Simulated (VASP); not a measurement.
## CdTe: Born charges and dielectric tensor with PBEsol

**Experimental background.**

A printed reference work, data compilation reports, for a bulk crystal of CdTe at 0 K: band gap 1.607 eV.

CdTe:

```xyz
2
Lattice="0.0000 3.2050 3.2050 3.2050 0.0000 3.2050 3.2050 3.2050 0.0000" Properties=species:S:1:pos:R:3 pbc="T T T"
Te    4.8075    4.8075    4.8075
Cd    0.0000    0.0000    0.0000
```

```yaml
Program: VASP 6.6.1
Task: Born charges and dielectric tensor
Functional: PBEsol
Potentials_or_basis: VASP PAW PBE potentials, release 64 (Te, Cd)
Cutoff: 520 eV
k_mesh: 7 × 7 × 7
Occupations: gaussian, width 0.02 eV
Spin: no spin polarisation
Further_INCAR_settings: ALGO = Normal; EDIFF = 1e-08; IBRION = 8
```

```yaml
Band_gap_on_the_k_mesh: 0.76 eV, direct
Electronic_dielectric_tensor_diagonal: 12.09
Born_charges_mean_of_the_diagonal: Te -2.26; Cd +2.26 e
Highest_phonon_frequency_at_Γ_LO-TO_splitting_left_out: 152 cm⁻¹
```

Levels at points of the mesh, in eV from the valence-band top:
| k point | band 7 | band 8 | band 9 | band 10 | band 11 | band 12 |
| --- | --- | --- | --- | --- | --- | --- |
| (0.00, 0.00, 0.00) | 0.00 | 0.00 | 0.00 | 0.76 | 4.52 | 4.52 |

Phonon frequencies in cm⁻¹ (negative: imaginary):
| q point | frequencies |
| --- | --- |
| (0.000, 0.000, 0.000) | 0 0 0 152 152 152 |

Electronic dielectric tensor:
```
12.09  0.00  0.00
 0.00 12.09  0.00
 0.00  0.00 12.09
```

Born effective charge tensors (e):
atom 1, Te
```
-2.26  0.00  0.00
 0.00 -2.26  0.00
 0.00  0.00 -2.26
```
atom 2, Cd
```
2.26 0.00 0.00
0.00 2.26 0.00
0.00 0.00 2.26
```

It took 5.1 min on 1 thread of AMD EPYC 9R45 96-Core Processor (Zen 5) (shared host), peak memory 0.31 GiB.

A measured gap of CdTe is 1.607 eV (0 K; a printed reference work, data compilation); the calculated 0.76 eV misses it by -0.85 eV. Spin-orbit coupling on Cd, Te is left out. The value is that of PBEsol, without temperature or zero-point motion. Semilocal functionals fall short of measured gaps as a rule.

Caveat: spin-orbit coupling is left out, which moves the levels of the heavy elements.
